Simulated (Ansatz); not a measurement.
HgTe (Coloradoite):

```xyz
2
Lattice="0.0000 3.2145 3.2145 3.2145 0.0000 3.2145 3.2145 3.2145 0.0000" Properties=species:S:1:pos:R:3 pbc="T T T"
Hg    0.0000    0.0000    0.0000
Te    4.8217    4.8217    4.8217
```

Base run:

```yaml
Program: Ansatz 0.2.0
Functional: PBEsol
Potentials_or_basis: all-electron LAPW, non-relativistic
Cutoff: 262 eV (chosen from the basis error)
Basis_error_allowed: 0.001 eV/atom
k_mesh: 7 × 7 × 7
Occupations: fermi-dirac, width 0.05 eV
Spin: no spin polarisation
```

Its results: pressure 7.7 GPa.

Task: The run is repeated on the same cell with these changes: potentials or basis from all-electron LAPW, non-relativistic to all-electron LAPW, scalar-relativistic. What comes out?

Result: Pressure 1.8 GPa.

Caveats: relativity is left out, which matters for the heavier elements (some runs).
